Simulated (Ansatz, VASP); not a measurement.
# SnSe in two plane-wave programs, part 2 of 2

Aim: how closely do two programs agree when they are given the same cell, functional and k mesh? The cell is generated by rule, not measured, and may not be a known phase. The cell is taken from a series of runs on this material, whose earlier steps may have relaxed, scaled, displaced or heated it; both programs get it as it stands.

VASP 6.6.1 and Ansatz 0.2.0.

So far. Step 3 (VASP: single point, PBEsol, pair 1): The run ends at a pressure of -0.91 GPa, with forces up to 0.042 eV/Å. Step 5 (Ansatz: single point, PBEsol, pair 2): The run ends at a pressure of 0.00 GPa, with forces up to 0.0012 eV/Å.

## Step 6: VASP: single point, PBEsol, pair 2

Level of this step: PBEsol; plane waves and PAW (Sn_d, Se); invented cell (VASP).

The same cell, functional, mesh and smearing now go to VASP, with its own data sets.

The input, INCAR:

```
SYSTEM = SnSe
PREC = Accurate
ENCUT = 500
EDIFF = 1E-06
NELM = 120
ISMEAR = 0
SIGMA = 0.02
LREAL = .FALSE.
ALGO = Normal
GGA = PS
NBANDS = 49
LORBIT = 11
LWAVE = .FALSE.
LCHARG = .FALSE.
ISIF = 2
LASPH = .TRUE.
GGA_COMPAT = .FALSE.
EFERMI = MIDGAP
KPAR = 2
```

The input, POSCAR:

```
SnSe
1.0
   -5.0227379364      0.0000000000      0.0000000000
    0.0000000000      0.0000000000     -5.9930844307
    0.0000000000     -8.6996372990      0.0000000000
Sn Se
4 4
Direct
    0.5000000001      0.0566756714      0.1666666667
    0.0000000001      0.0566756714      0.6666666667
    0.0000000001      0.5566756714      0.3333333333
    0.5000000001      0.5566756714      0.8333333333
    0.5000000001      0.5683243286      0.1666666667
    0.0000000001      0.5683243286      0.6666666667
    0.0000000001      0.0683243286      0.3333333333
    0.5000000001      0.0683243286      0.8333333333
```

The input, KPOINTS:

```
Automatic mesh
0
Gamma
6 6 4
0 0 0
```

The projector-augmented-wave data sets are Sn_d and Se (PBE family, release 64).

Started as:

```
mpirun -np 2 vasp_std
```

Numbers of over 12 decimals in the logs are rounded to 6 here.

What it wrote:

```text
[banner, memory and clock lines left out]
running    2 mpi-ranks, on    1 nodes
[...]
[... a notice as in an earlier step ...]

 LDA part: xc-table for (Slater+PW92), standard interpolation
 POSCAR, INCAR and KPOINTS ok, starting setup
[...]
entering main loop
       N       E                     dE             d eps       ncg     rms          rms(c)
DAV:   1     0.832638850754E+03    0.83264E+03   -0.35909E+04  4976   0.190E+03
DAV:   2     0.107315959532E+03   -0.72532E+03   -0.70530E+03  4712   0.538E+02
DAV:   3    -0.257138601021E+02   -0.13303E+03   -0.12740E+03  5667   0.196E+02
DAV:   4    -0.352722336344E+02   -0.95584E+01   -0.93464E+01  5639   0.513E+01
[...]
DAV:  12    -0.346940859131E+02   -0.28637E-04   -0.59521E-05  5103   0.258E-02    0.662E-03
DAV:  13    -0.346940938451E+02   -0.79320E-05   -0.13212E-05  4445   0.159E-02    0.232E-03
DAV:  14    -0.346940939824E+02   -0.13729E-06   -0.98601E-07  3746   0.783E-03
   1 F= -.34694094E+02 E0= -.34694094E+02  d E =-.130019E-32
```

Parts of OUTCAR (step 6):

```text
  Total        0.0123346      0.0499689      0.0491948      0.0000000      0.0000000      0.0000000
  in kB        0.0754646      0.3057159      0.3009801      0.0000000      0.0000000      0.0000000
  external PRESSURE =       0.2273869 kB  Pullay stress =       0.0000000 kB

 POSITION                                       TOTAL-FORCE (eV/Angst)
 -----------------------------------------------------------------------------------
     -2.51137     -1.44994     -0.33966        -0.000000     -0.000997     -0.002444
     -0.00000     -5.79976     -0.33966        -0.000000     -0.000997     -0.002444
     -0.00000     -2.89988     -3.33620        -0.000000      0.000997     -0.002444
     -2.51137     -7.24970     -3.33620        -0.000000      0.000997     -0.002444
     -2.51137     -1.44994     -3.40602         0.000000     -0.001094      0.002444
     -0.00000     -5.79976     -3.40602         0.000000     -0.001094      0.002444
     -0.00000     -2.89988     -0.40947         0.000000      0.001094      0.002444
     -2.51137     -7.24970     -0.40947         0.000000      0.001094      0.002444
 -----------------------------------------------------------------------------------
    total drift:                                0.000002     -0.000003      0.000423

  FREE ENERGIE OF THE ION-ELECTRON SYSTEM (eV)
  ---------------------------------------------------
  free  energy   TOTEN  =       -34.6940939824 eV

  energy  without entropy=      -34.6940939824  energy(sigma->0) =      -34.69409398

[... 3 further parts left out ...]
[key lines of the parts left out:]
E-fermi :   4.4633
```

The run ends at a pressure of 0.02 GPa, with forces up to 0.0027 eV/Å.

## Step 7: Differences

What differs besides the data sets and the points named for the pairs above, as far as they apply: the data sets hold 120 valence electrons in Ansatz (on its default PAW (the set named soft_2) files) and 80 in VASP. Total energies have different zeros and are not compared.

Both answers:

| quantity | Ansatz | VASP | difference |
| --- | --- | --- | --- |
| pressure (GPa) | 0.00 | 0.02 | -0.02 |
| gap on the k mesh (eV) | 0.333 | 0.331 | +0.002 |

At this near-relaxed geometry the largest component of a force difference is 3 meV/Å. A gap on the mesh is an upper bound, since the band edges may lie between its points.

## Step 8: Ansatz: single point, PBEsol, pair 3

With cell and atoms fixed, the geometry can't cause a difference; cores, projectors, grids and the points listed under the comparison can.

The cell is taken from a series of runs on this material, whose earlier steps may have relaxed, scaled, displaced or heated it; both programs get it as it stands.

The input, input.yaml:

```yaml
crystal:
  lattice:
    - [-5.0227379364, 0.0, 0.0]
    - [0.0, 0.0, -5.9930844307]
    - [0.0, -8.699637299, 0.0]
  atoms:
    - { symbol: Sn, position: [0.495312645, 0.0566756714, 0.1666666667] }
    - { symbol: Sn, position: [0.004687355, 0.0566756714, 0.6666666667] }
    - { symbol: Sn, position: [0.995312645, 0.5566756714, 0.3333333333] }
    - { symbol: Sn, position: [0.504687355, 0.5566756714, 0.8333333333] }
    - { symbol: Se, position: [0.492036216, 0.5683243286, 0.1666666667] }
    - { symbol: Se, position: [0.007963784, 0.5683243286, 0.6666666667] }
    - { symbol: Se, position: [0.992036216, 0.0683243286, 0.3333333333] }
    - { symbol: Se, position: [0.507963784, 0.0683243286, 0.8333333333] }
kpoints:
  mp_grid: { grid: [6, 6, 4] }
hamiltonian:
  xc: pbesol
scf:
  occupations: { method: gaussian, width: 0.02 }
output:
  forces: true
  stress: true
  eigenvalues: true
```

Started as:

```
ansatz run input.yaml --threads 4 --pin off --max-ram 7168MiB --backend cpu --events-out ev --progress --plain --runs-dir out
```

What it wrote:

```text
[...]
Crystal: 8 atoms, lattice volume = 261.874 Å³
Basis set: ecut = 420 eV, 5149 PW (Γ), exchange–correlation on 72×90×120 points (8 copies of the dense FFT grid, shifted against one another)
Bands: 72, of which v1, the nominal top of the filled ones, is band 60 counted from 1 (59 counted from 0)
Symmetry: 4 space group operations
[...]
k-points: 48 of 144 (time reversal used)
[...]
k-point 0: bands = [... 56 lower, 4.5017, 4.5035, 4.5458, 6.1483, 7.9098, 7.9099, 9.1280, 9.5620, ... 5 higher]
  k-point 1: bands = [... 56 lower, 4.4109, 4.4539, 4.8728, 6.0032, 7.7853, 8.1734, 8.4947, 9.5318, ... 5 higher]
  k-point 2: bands = [... 56 lower, 4.3251, 4.3251, 5.5338, 5.5338, 7.8492, 7.8492, 8.9051, 8.9051, ... 5 higher]
  k-point 47: bands = [... 56 lower, 6.2129, 6.2129, 6.2171, 6.2171, 7.7606, 7.7606, 7.7712, 7.7712, ... 5 higher]
[key lines of the parts left out:]
SCF converged after 7 iterations
Free energy (F): -45498.201695 eV
Fermi energy:    7.366925 eV
P = ⅓ Tr σ = -0.0071 GPa (-0.071 kbar)
```

The run ends at a pressure of -0.01 GPa, with forces up to 0.0056 eV/Å.

## Step 9: VASP: single point, PBEsol, pair 3

The same cell, functional, mesh and smearing now go to VASP, with its own data sets.

INCAR is that of step 6.

The input, POSCAR:

```
SnSe
1.0
   -5.0227379364      0.0000000000      0.0000000000
    0.0000000000      0.0000000000     -5.9930844307
    0.0000000000     -8.6996372990      0.0000000000
Sn Se
4 4
Direct
    0.4953126450      0.0566756714      0.1666666667
    0.0046873550      0.0566756714      0.6666666667
    0.9953126450      0.5566756714      0.3333333333
    0.5046873550      0.5566756714      0.8333333333
    0.4920362160      0.5683243286      0.1666666667
    0.0079637840      0.5683243286      0.6666666667
    0.9920362160      0.0683243286      0.3333333333
    0.5079637840      0.0683243286      0.8333333333
```

KPOINTS is that of step 6.

Started as:

```
mpirun -np 2 vasp_std
```

What it wrote:

```text
[... set-up lines as in an earlier step ...]
 entering main loop
       N       E                     dE             d eps       ncg     rms          rms(c)
DAV:   1     0.831590281652E+03    0.83159E+03   -0.35896E+04  4928   0.190E+03
DAV:   2     0.106614250855E+03   -0.72498E+03   -0.70500E+03  4752   0.536E+02
DAV:   3    -0.258321129048E+02   -0.13245E+03   -0.12614E+03  5657   0.196E+02
DAV:   4    -0.352704711477E+02   -0.94384E+01   -0.92446E+01  5565   0.515E+01
[...]
DAV:  12    -0.346947185460E+02   -0.27422E-04   -0.55632E-05  5008   0.255E-02    0.680E-03
DAV:  13    -0.346947265600E+02   -0.80141E-05   -0.12625E-05  4422   0.147E-02    0.231E-03
DAV:  14    -0.346947267419E+02   -0.18182E-06   -0.95634E-07  3736   0.758E-03
   1 F= -.34694727E+02 E0= -.34694727E+02  d E =-.737751E-33
```

Parts of OUTCAR (step 9):

```text
  Total        0.0015649      0.0354265      0.0428254      0.0000000      0.0000000      0.0000000
  in kB        0.0095745      0.2167441      0.2620110      0.0000000      0.0000000      0.0000000
  external PRESSURE =       0.1627765 kB  Pullay stress =       0.0000000 kB

 POSITION                                       TOTAL-FORCE (eV/Angst)
 -----------------------------------------------------------------------------------
     -2.48783     -1.44994     -0.33966         0.005468      0.001381     -0.002485
     -0.02354     -5.79976     -0.33966        -0.005468      0.001381     -0.002485
     -4.99919     -2.89988     -3.33620         0.005468     -0.001381     -0.002485
     -2.53491     -7.24970     -3.33620        -0.005468     -0.001381     -0.002485
     -2.47137     -1.44994     -3.40602         0.004869      0.001133      0.002485
     -0.04000     -5.79976     -3.40602        -0.004869      0.001133      0.002485
     -4.98274     -2.89988     -0.40947         0.004869     -0.001133      0.002485
     -2.55137     -7.24970     -0.40947        -0.004869     -0.001133      0.002485
 -----------------------------------------------------------------------------------
    total drift:                               -0.000000     -0.000002      0.000734

  FREE ENERGIE OF THE ION-ELECTRON SYSTEM (eV)
  ---------------------------------------------------
  free  energy   TOTEN  =       -34.6947267419 eV

  energy  without entropy=      -34.6947267419  energy(sigma->0) =      -34.69472674

[... 2 parts as in an earlier step ...]

[... 1 further part left out ...]
[key lines of the parts left out:]
E-fermi :   4.4619
```

The run ends at a pressure of 0.02 GPa, with forces up to 0.0062 eV/Å.

## Step 10: Side by side

What differs besides the data sets and the points named for the pairs above, as far as they apply: the data sets hold 120 valence electrons in Ansatz (on its default PAW (the set named soft_2) files) and 80 in VASP. Total energies have different zeros and are not compared.

Both answers:

| quantity | Ansatz | VASP | difference |
| --- | --- | --- | --- |
| pressure (GPa) | -0.01 | 0.02 | -0.02 |
| gap on the k mesh (eV) | 0.334 | 0.332 | +0.002 |

At this near-relaxed geometry the largest component of a force difference is 3 meV/Å. A gap on the mesh is an upper bound, since the band edges may lie between its points.

## Step 11: What came out

- difference in gap on the k mesh (single point, PBEsol, pair 1): 0.0031 eV
- difference in gap on the k mesh (single point, PBEsol, pair 2): 0.0020 eV
- difference in gap on the k mesh (single point, PBEsol, pair 3): 0.0021 eV

What this shows: The difference in gap on the k mesh is 0.0031 eV (single point, PBEsol, pair 1), within the 0.08 eV picked in this series as the mark of a large difference. The data sets hold unlike numbers of valence electrons (60 in Ansatz and 40 in VASP and 120 in Ansatz and 80 in VASP), so part of the differences comes from the potentials. 3 further runs of this series are not shown here. How closely two codes agree says nothing of how well the functional describes the real material.

[Lines on the potential files, build, host, timing and source positions are cut from VASP's logs without a mark.]

[Logs are printed without paths, hosts, clocks, repeated set-up lines and the standing remarks that a program may print on its own settings, such as how far it seeks lower states.]

[Hosts, paths, dates, database ids (printed as entryN), source tags and the programs' standing remarks are cut or masked in the printed files.]
